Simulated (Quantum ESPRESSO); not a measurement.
A run of Quantum ESPRESSO 7.5:

pw.in

```
&CONTROL
  calculation = 'scf'
  prefix = 'pwscf'
  outdir = './tmp'
  pseudo_dir = './pseudo'
  tprnfor = .true.
  tstress = .true.
  disk_io = 'nowf'
/
&SYSTEM
  ibrav = 0
  nat = 3
  ntyp = 2
  ecutwfc = 86
  nbnd = 62
  occupations = 'smearing'
  smearing = 'fd'
  degauss = 0.00367493
  noncolin = .true.
  lspinorb = .true.
/
&ELECTRONS
  conv_thr = 6d-10
  electron_maxstep = 120
  mixing_beta = 0.5
/
ATOMIC_SPECIES
Zr    91.2240 Zr.upf
Se    78.9710 Se.upf
CELL_PARAMETERS angstrom
   3.7980000000    0.0000000000    0.0000000000
  -1.8990000000    3.2891644836    0.0000000000
   0.0000000000    0.0000000000    6.1920000000
ATOMIC_POSITIONS crystal
Zr     0.0000000000    0.0000000000    0.0000000000
Se     0.6666666667    0.3333333333    0.7500000000
Se     0.3333333333    0.6666666667    0.2500000000
K_POINTS automatic
2 2 1 0 0 0
```

Potentials or basis: PseudoDojo 0.4 FR PBE standard.

Command:

```console
$ OMP_NUM_THREADS=1 mpirun -n 2 pw.x -in pw.in > pw.out
```

Hardware: 2 MPI ranks on Arm Neoverse V1 (shared host).

Task: How long does it take, and how much memory?

Result: Wall time 23 s on 2 MPI ranks on Arm Neoverse V1, with other jobs on the host, peak memory 0.3 GiB a rank. Counts: scf iterations 11, k pools 1, bands 62, k points 2, g dense 56217.
